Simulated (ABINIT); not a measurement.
Crystal: Sb.

```
Sb
1.0
     2.15420    1.24373    3.75800
    -2.15420    1.24373    3.75800
     0.00000   -2.48746    3.75800
Sb
2
Direct
  0.76651 0.76651 0.76651
  0.23349 0.23349 0.23349
```

Base run:

```yaml
Program: ABINIT 10.8.3 (patched build)
Functional: LDA
Potentials_or_basis: JTH PAW LDA v2.0
Cutoff: 408 eV
k_mesh: 5 × 5 × 5
Occupations: fermi-dirac, width 0.05 eV
Spin: no spin polarisation
```

Its results: band gap on the k mesh 0.39 eV, indirect (least direct gap 0.70 eV); largest force 0.104 eV/Å.

Task: The run is repeated on the same cell with these changes: k mesh from 5 × 5 × 5 to 3 × 3 × 3. What comes out?

Result: Band gap on the k mesh 1.33 eV, indirect (least direct gap 1.39 eV); largest force 0.251 eV/Å.

Caveats: some runs use coarse meshes; spin-orbit coupling is left out, which moves the levels of the heavy elements; an odd mesh through Γ misses points on the zone boundary, where band edges often lie.
